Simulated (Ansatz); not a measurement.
Here is an Ansatz 0.2.0 calculation.

File input.yaml:

```yaml
crystal:
  lattice:
    - [3.42205097, 0.0, 0.0]
    - [0.0, 3.42205097, 0.0]
    - [0.0, 0.0, 4.26046148]
  atoms:
    - { symbol: Cu, position: [0.0, 0.5, 0.0] }
    - { symbol: Cu, position: [0.5, 0.0, 0.5] }
    - { symbol: O, position: [0.0, 0.0, 0.25] }
    - { symbol: O, position: [0.0, 0.0, 0.75] }
hamiltonian:
  xc: lda
  pseudopotentials: { kind: paw }
  hubbard: { sites: [{ species: Cu, l: d, u_eff: 4.5 }] }
kpoints:
  mp_grid: { grid: [8, 8, 6] }
scf:
  occupations: { method: fermi_dirac, width: 0.05 }
output:
  forces: true
  stress: true
  eigenvalues: true
relax:
  f_tol: 0.01
  max_steps: 40
  cell: { stress_tol: 0.05 }
```

Potentials or basis: Ansatz PAW.

Command:

```console
$ ansatz run input.yaml --threads 2 --pin off --max-ram 5632MiB --backend cpu --events-out ev --progress --plain --runs-dir out
```

Q: What does it give for the space group after relaxing (to 0.05 Å)?

A: P4_2/mmc (No. 131).

Q: Estimate the relaxed cell.

A: a = 2.862 Å, b = 2.862 Å, c = 5.074 Å, α = 90.00°, β = 90.00°, γ = 90.00°.

Q: What does it give for the relaxed volume?

A: 10.39 Å³/atom.

Final structure:
```cif
data_structure
_symmetry_space_group_name_H-M 'P 1'
_symmetry_Int_Tables_number 1
_cell_length_a 2.8616
_cell_length_b 2.8616
_cell_length_c 5.0739
_cell_angle_alpha 90.000
_cell_angle_beta 90.000
_cell_angle_gamma 90.000
_cell_volume 41.55
loop_
_atom_site_label
_atom_site_type_symbol
_atom_site_fract_x
_atom_site_fract_y
_atom_site_fract_z
_atom_site_occupancy
Cu1 Cu 0.00000 0.50000 0.00000 1
Cu2 Cu 0.50000 0.00000 0.50000 1
O1 O 0.00000 0.00000 0.25000 1
O2 O 0.00000 0.00000 0.75000 1
```

Caveat: the electronic state changed during the relaxation; the volume moved by over 15 % at a fixed basis, so the end points are rough; the pressure holds a Pulay correction of +0.9 GPa for the finite cutoff; the run has no spin polarisation, though such a crystal can be magnetic; U without spin polarisation on a metal has little footing; the PAW data sets come from PBE, with cores solved anew for the run's functional, which leaves a small shift of forces and pressure.
